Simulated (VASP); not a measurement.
# Ru (Fd-3m) in VASP: notebook, part 2 of 2

VASP 6.6.1. The steps go on from the part before.

## (3) Single point, r2SCAN (shortest bond scaled by 0.58, source ansatz)

POSCAR reads:

```
Ru
1.0
    0.0000000000      2.5818259214      2.5818259214
    2.5818259214      0.0000000000      2.5818259214
    2.5818259214      2.5818259214      0.0000000000
Ru
2
Direct
   -0.2825000000     -0.0725000000     -0.0725000000
    0.2825000000      0.0725000000      0.0725000000
```

INCAR.step1 reads:

```
ALGO = Normal
EDIFF = 1E-4
ENCUT = 520
GGA = PE
ISMEAR = -1
LASPH = T
LCHARG = F
LREAL = F
LWAVE = T
NBANDS = 21
NELM = 100
PREC = Accurate
SIGMA = 0.05
```

INCAR.step2 reads:

```
ALGO = Normal
EDIFF = 1E-6
ENCUT = 520
ISIF = 2
ISMEAR = -1
ISTART = 1
LASPH = T
LCHARG = F
LMIXTAU = T
LREAL = F
LWAVE = F
METAGGA = R2SCAN
NBANDS = 21
NELM = 100
PREC = Accurate
SIGMA = 0.05
```

KPOINTS reads:

```
k-points
0
Gamma
  10 10 10
```

Potentials or basis: VASP PAW PBE potentials, release 64 (Ru_pv).

Started as:

```console
> cat potpaw_PBE.64/Ru_pv/POTCAR > POTCAR
> cp INCAR.step1 INCAR
> mpirun -np 1 vasp_std > vasp.out
> cp INCAR.step2 INCAR
> mpirun -np 1 vasp_std > vasp.out
```

OUTCAR:

```text
EDIFF = 1E-6
   ENCUT = 520
   ISIF = 2
   ISMEAR = -1
   ISTART = 1
   LASPH = T
   LREAL = F
   METAGGA = R2SCAN
   NELM = 100
   PREC = Accurate

 ion  position               nearest neighbor table
   1  0.718  0.928  0.928-   2 1.30   2 2.70   2 2.70   2 2.70
   2  0.282  0.072  0.072-   1 1.30   1 2.70   1 2.70   1 2.70

 -----------------------------------------------------------------------------
|                                                                             |
|           W    W    AA    RRRRR   N    N  II  N    N   GGGG   !!!           |
|           W    W   A  A   R    R  NN   N  II  NN   N  G    G  !!!           |
|           W    W  A    A  R    R  N N  N  II  N N  N  G       !!!           |
|           W WW W  AAAAAA  RRRRR   N  N N  II  N  N N  G  GGG   !            |
|           WW  WW  A    A  R   R   N   NN  II  N   NN  G    G                |
|           W    W  A    A  R    R  N    N  II  N    N   GGGG   !!!           |
|                                                                             |
|     The distance between some ions is very small. Please check the          |
|     nearest-neighbor list in the OUTCAR file.                               |
|     I HOPE YOU KNOW WHAT YOU ARE DOING!                                     |
|                                                                             |
 -----------------------------------------------------------------------------

  LATTYP: Found a face centered cubic cell.
 ALAT       =     5.1636518428

  Lattice vectors:

 A1 = (   0.0000000000,   2.5818259214,   2.5818259214)
 A2 = (   2.5818259214,   0.0000000000,   2.5818259214)
 A3 = (   2.5818259214,   2.5818259214,   0.0000000000)

Analysis of symmetry for initial positions (statically):
=====================================================================
 Subroutine PRICEL returns:
 Original cell was already a primitive cell.

 Routine SETGRP: Setting up the symmetry group for a
 face centered cubic supercell.

 Subroutine GETGRP returns: Found 12 space group operations
 (whereof  4 operations were pure point group operations)
 out of a pool of 48 trial point group operations.

The static configuration has the point symmetry C_2h.
 The point group associated with its full space group is D_3d.

Analysis of symmetry for dynamics (positions and initial velocities):
=====================================================================
 Subroutine PRICEL returns:
 Original cell was already a primitive cell.

 Routine SETGRP: Setting up the symmetry group for a
 face centered cubic supercell.

 Subroutine GETGRP returns: Found 12 space group operations
 (whereof  4 operations were pure point group operations)
 out of a pool of 48 trial point group operations.

The dynamic configuration has the point symmetry C_2h.
 The point group associated with its full space group is D_3d.

 Subroutine INISYM returns: Found 12 space group operations
 (whereof  4 operations are pure point group operations),
 and found     1 'primitive' translations

----------------------------------------------------------------------------------------

                                     Primitive cell

  volume of cell :      34.4200

  direct lattice vectors                    reciprocal lattice vectors
     0.000000000  2.581825921  2.581825921    -0.193661391  0.193661391  0.193661391
     2.581825921  0.000000000  2.581825921     0.193661391 -0.193661391  0.193661391
     2.581825921  2.581825921  0.000000000     0.193661391  0.193661391 -0.193661391

  length of vectors
     3.651253234  3.651253234  3.651253234     0.335431369  0.335431369  0.335431369

  position of ions in fractional coordinates (direct lattice)
[... 59 lines left out ...]
  0.100000  0.000000  0.500000      6.000000
 [... further k-points ...]
   k-points           NKPTS =    116   k-points in BZ     NKDIM =    116   number of bands    NBANDS=     21
   number of dos      NEDOS =    301   number of ions     NIONS =      2
   total plane-waves  NPLWV =  21952
   dimension x,y,z NGX =    28 NGY =   28 NGZ =   28
   dimension x,y,z NGXF=    56 NGYF=   56 NGZF=   56
   ions per type =               2
   NGX,Y,Z   is equivalent  to a cutoff of  12.75, 12.75, 12.75 a.u.
   NGXF,Y,Z  is equivalent  to a cutoff of  25.50, 25.50, 25.50 a.u.
 SYSTEM =  unknown system
   PREC   = accura    normal or accurate (medium, high low for compatibility)
   ISTART =      1    job   : 0-new  1-cont  2-samecut
   ICHARG =      0    charge: 1-file 2-atom 10-const
   ISPIN  =      1    spin polarized calculation?
   LNONCOLLINEAR =      F non collinear calculations
   LSORBIT =      F    spin-orbit coupling
   LASPH  =      T    aspherical Exc in radial PAW
   ENCUT  =  520.0 eV  38.22 Ry    6.18 a.u.   6.79  6.79  6.79*2*pi/ulx,y,z
   NELM   =    100;   NELMIN=  2; NELMDL=  0     # of ELM steps
   EDIFF  = 0.1E-05   stopping-criterion for ELM
   LREAL  =      F    real-space projection
   EDIFFG = 0.1E-04   stopping-criterion for IOM
   NSW    =      0    number of steps for IOM
   IBRION =     -1    ionic relax: 0-MD 1-quasi-New 2-CG
   NFREE  =      0    steps in history (QN), initial steepest desc. (CG)
   ISIF   =      2    stress and relaxation
   ISYM   =      2    0-nonsym 1-usesym 2-fastsym
   POTIM  = 0.5000    time-step for ionic-motion
   TEBEG  =    0.0;   TEEND  =   0.0 temperature during run
   PSTRESS=    0.0 pullay stress
   NELECT =      28.0000    total number of electrons
   NUPDOWN=      -1.0000    fix difference up-down
   EMIN   =  10.00;   EMAX   =-10.00  energy-range for DOS
   EFERMI =   0.00;   METHOD = LEGACY
   ISMEAR =    -1;   SIGMA  =   0.05  broadening in eV -4-tet -1-fermi 0-gaus
   EFERMI_NEDOS =   21; number of points for ismear=-14 and -15
   IALGO  =     38    algorithm
   IMIX   =      4    mixing-type and parameters
     AMIX     =   0.40;   BMIX     =  1.00
     AMIX_MAG =   1.60;   BMIX_MAG =  1.00
  volume/ion in A,a.u.               =      17.21       116.14
  Fermi-wavevector in a.u.,A,eV,Ry     =   1.528236  2.887948 31.776497  2.335507
  Thomas-Fermi vector in A             =   2.636023
   LORBIT       =      0    0 simple, 1 ext, 2 COOP (PROOUT), +10 PAW based schemes
   METAGGA = R2SCAN    functional components
   LHFCALC =     F    Hartree Fock is set to
   AEXX    =    0.0000 exact exchange contribution
   IVDW    =     0    specifies the selected vdW correction
   LEPSILON=     F    determine dielectric tensor
   LRPA    =     F    only Hartree local field effects (RPA)
 non-spin polarized calculation
  energy-cutoff  :      520.00
  volume of cell :       34.42
 maximum number of plane-waves:       941
   NGX = 13   NGY = 13   NGZ = 13

 number of electron      27.9999992 magnetization

 Free energy of the ion-electron system (eV)
  ---------------------------------------------------
  ext. energy  EPLUGINS =         0.00000000
  ---------------------------------------------------
  free energy    TOTEN  =        -6.33737083 eV

  energy without entropy =       -6.30822916  energy(sigma->0) =       -6.32279999

 E-fermi :   9.8502     XC(G=0): -12.8162

 val. band max:        9.8499742404   @ k =  -0.4000   0.5000   0.1000
 cond. band min:       9.8622723288   @ k =   0.4000   0.3000  -0.2000
 fundamental gap:      0.0122980884
 Fermi energy:         9.8501998114

 k-point     1 :       0.0000    0.0000    0.0000
  band No.  band energies     occupation
      1     -51.9456      2.00000
      2     -41.7125      2.00000
      3     -41.7125      2.00000
      4     -33.5519      2.00000
      5     -33.5519      2.00000
      6     -26.5031      2.00000
[... 565 lines left out ...]
     20      18.9802      0.00000
     21      20.0973      0.00000

 [... further k-points ...]

------------------------ aborting loop because EDIFF is reached ----------------------------------------

  FORCE on cell =-STRESS in cart. coord.  units (eV):
  Direction    XX          YY          ZZ          XY          YZ          ZX
  --------------------------------------------------------------------------------------
  -------------------------------------------------------------------------------------
  Total       84.8977060     84.8977060     84.8977060    -85.8050509     85.8050509    -85.8050509
  in kB     3951.8065067   3951.8065067   3951.8065067  -3994.0414688   3994.0414688  -3994.0414688
  external PRESSURE =    3951.8065067 kB  Pullay stress =       0.0000000 kB

 VOLUME and BASIS-vectors are now :
 -----------------------------------------------------------------------------
  energy-cutoff  :      520.00
  volume of cell :       34.42
      direct lattice vectors                 reciprocal lattice vectors
     0.000000000  2.581825921  2.581825921    -0.193661391  0.193661391  0.193661391
     2.581825921  0.000000000  2.581825921     0.193661391 -0.193661391  0.193661391
     2.581825921  2.581825921  0.000000000     0.193661391  0.193661391 -0.193661391

 POSITION                                       TOTAL-FORCE (eV/Angst)
 -----------------------------------------------------------------------------------
      4.78929      4.24710      4.24710      -113.643178    113.643178    113.643178
      0.37436      0.91655      0.91655       113.643178   -113.643178   -113.643178
 -----------------------------------------------------------------------------------
    total drift:                               -0.000000     -0.000000     -0.000000

  FREE ENERGIE OF THE ION-ELECTRON SYSTEM (eV)
  ---------------------------------------------------
  free  energy   TOTEN  =        -6.3373708259 eV

  energy  without entropy=       -6.3082291562  energy(sigma->0) =       -6.32279999
```

OUTCAR.step1:

```text
EDIFF = 1E-4
   ENCUT = 520
   GGA = PE
   ISMEAR = -1
   LASPH = T
   LREAL = F
[... 812 lines left out ...]
 -----------------------------------------------------------------------------------
      4.78929      4.24710      4.24710      -117.098817    117.098817    117.098817
      0.37436      0.91655      0.91655       117.098817   -117.098817   -117.098817
 -----------------------------------------------------------------------------------
    total drift:                               -0.000000     -0.000000     -0.000000

  FREE ENERGIE OF THE ION-ELECTRON SYSTEM (eV)
  ---------------------------------------------------
  free  energy   TOTEN  =        26.8433148638 eV

  energy  without entropy=       26.8753265175  energy(sigma->0) =       26.85932069
```

Run time: 2.2 min. Hardware: 1 thread of Intel Xeon 6975P-C (Granite Rapids), shared host; peak memory 0.2 GiB.

Results:

```
Free energy            : -6.3374 eV
Pressure               : 395.2 GPa
Largest force          : 196.836 eV/Å
Band gap on the k mesh : none (metal or under the smearing width)
```

Forces on the atoms (eV/Å):
```
Ru  -113.643  113.643  113.643
Ru   113.643 -113.643 -113.643
```

Levels at points of the mesh, in eV from the Fermi level:
```
           k point  band 12  band 13  band 14  band 15  band 16  band 17
(0.00, 0.00, 0.00)    -4.99    -2.14    -0.42    -0.42     1.66     1.66
(0.50, 0.00, 0.00)    -3.71     0.22     0.22     3.38     3.65     4.73
(0.00, 0.50, 0.00)    -2.08    -1.67    -0.45     0.07     0.29     1.13
(0.50, 0.50, 0.00)    -1.69    -1.62    -0.04    -0.03     1.36     5.36
```

Caveat: the cell as given lies far from equilibrium; so large a pressure means that the cell lies far from this level's equilibrium, or that cutoff or potentials fall short; the potentials were made for another functional, which shifts forces and pressure.
